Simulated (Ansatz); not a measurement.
**MnO: stress in a strained cell**

MnO is deformed so: equal xx and yy strain of -3 %. What stress and forces result, by LAPW, PAW and all-electron datasets made for the crystal?

Computed with Ansatz 0.2.0 (DFT LDA, scalar-relativistic, unless a step's input says otherwise).

## (1) The system as given

Symmetry: Fm-3m, No. 225, cubic system. Conventional cell: a = 4.444 Å, b = 4.444 Å, c = 4.444 Å, α = 90.00°, β = 90.00°, γ = 90.00°. Mn (site symmetry m-3m) has 6 O at 2.22 Å as nearest neighbours. O (site symmetry m-3m) is surrounded by 6 Mn at 2.22 Å.

Structure file:

```cif
data_structure
_symmetry_space_group_name_H-M 'Fm-3m'
_symmetry_Int_Tables_number 225
_cell_length_a 4.4440
_cell_length_b 4.4440
_cell_length_c 4.4440
_cell_angle_alpha 90.000
_cell_angle_beta 90.000
_cell_angle_gamma 90.000
_cell_volume 87.77
loop_
_atom_site_label
_atom_site_type_symbol
_atom_site_symmetry_multiplicity
_atom_site_Wyckoff_symbol
_atom_site_fract_x
_atom_site_fract_y
_atom_site_fract_z
_atom_site_occupancy
Mn1 Mn 4 a 0.00000 0.00000 0.00000 1
O1 O 4 b 0.50000 0.00000 0.00000 1
```

The file gives the conventional cell by its symmetry; the runs use the cell typed in the input.

Atoms are numbered in the order of the input: Mn1, O2.

## (2) After the deformation

Space group Fm-3m before, I4/mmm after.

## (3) Full-potential LAPW

input.yaml

```yaml
crystal:
  lattice:
    - [0.0, 2.15534, 2.222]
    - [2.15534, 0.0, 2.222]
    - [2.15534, 2.15534, 0.0]
  atoms:
    - { symbol: Mn, position: [0.0, 0.0, 0.0], spin: 4.0 }
    - { symbol: O, position: [0.5, 0.5, 0.5] }
magnetization:
  spin_polarized: true
kpoints:
  mp_grid: { grid: [16, 16, 16] }
  band_path:
    path:
      - [0.0, 0.0, 0.0]
      - [0.0, 0.5, 0.5]
      - [0.25, 0.75, 0.5]
      - [0.0, 0.5, 0.0]
      - [0.0, 0.0, 0.0]
      - [0.5, 0.5, 0.0]
      - [0.3676125, 0.6323875, 0.0]
      - [-0.3676125, 0.3676125, 0.0]
      - [0.0, 0.0, 0.0]
    npoints: 5
scf:
  occupations: { method: fermi_dirac, width: 0.05 }
hamiltonian:
  xc: lda
  pseudopotentials: { kind: all_electron, lapw: { basis_error: 0.00025 } }
output:
  forces: true
  stress: true
  eigenvalues: true
```

On the command line:

```bash
ansatz run input.yaml --threads 1 --pin off --max-ram 3072MiB --backend cpu --events-out ev --progress --plain --runs-dir out
```

## (4) Frozen-core PAW

input.yaml

```yaml
crystal:
  lattice:
    - [0.0, 2.15534, 2.222]
    - [2.15534, 0.0, 2.222]
    - [2.15534, 2.15534, 0.0]
  atoms:
    - { symbol: Mn, position: [0.0, 0.0, 0.0], spin: 4.0 }
    - { symbol: O, position: [0.5, 0.5, 0.5] }
magnetization:
  spin_polarized: true
kpoints:
  mp_grid: { grid: [16, 16, 16] }
scf:
  occupations: { method: fermi_dirac, width: 0.05 }
hamiltonian:
  xc: lda
  pseudopotentials: { kind: paw }
output:
  forces: true
  stress: true
  eigenvalues: true
  efg: { contact_densities: true }
```

## (5) All-electron PAW on datasets made for the crystal

input.yaml: that of step 4 with these lines changed.

```diff
@@ -16,3 +16,3 @@
   xc: lda
-  pseudopotentials: { kind: paw }
+  pseudopotentials: { kind: all_electron, datasets: crystal }
 output:
```

(Steps that only read results are left out.)

Q: Predict the outcome of this session. Wanted: pressure; largest shear or deviatoric stress.

The runs gave:

```
                                 quantity                                                 value
                                 pressure  LAPW -11.00, PAW -11.00, crystal datasets -11.00 GPa
largest shear or deviatoric stress (LAPW)                                              0.46 GPa
```

The largest part of the stress beyond the pressure is 0.46 GPa in size, in the zz component; the atoms are carried along and not relaxed. No run of the undeformed cell stands beside it, so the pressure holds what the given cell had before the change. PAW: stress within 0.02 GPa of LAPW. Crystal datasets: stress within 0.01 GPa of LAPW. The magnetic state is the one reached from the start moments in this cell; it needn't be the ground state. With one magnetic atom in the cell only ferromagnetic order fits; the real order can differ. No U acts on the open 3d shell, so the metal found here may be the functional's error.
